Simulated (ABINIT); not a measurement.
The system is Si2Mo.

```xyz
3
Lattice="-1.6000 1.6000 3.9305 1.6000 -1.6000 3.9305 1.6000 1.6000 -3.9305" Properties=species:S:1:pos:R:3 pbc="T T T"
Mo    0.0000    0.0000    0.0000
Si    0.0000    0.0000    5.2433
Si    0.0000    0.0000    2.6177
```

Program: ABINIT 10.8.3 (patched build). Alike in all runs: task single point; no spin polarisation; cell as given; k mesh 9 × 9 × 9; smearing fermi-dirac 0.05 eV.

Task: Order these runs on this cell by their pressure, lowest first.
A. level PBEsol; potentials or basis PseudoDojo NC SR PBEsol v0.4 stringent; cutoff (eV) 980
B. level PBE; potentials or basis PseudoDojo NC SR PBE v0.4.1 standard; cutoff (eV) 952
C. level LDA; potentials or basis PseudoDojo NC SR LDA v0.4.1 standard; cutoff (eV) 952

Result: C (-6.6 GPa), A (-2.9 GPa), B (2.0 GPa).
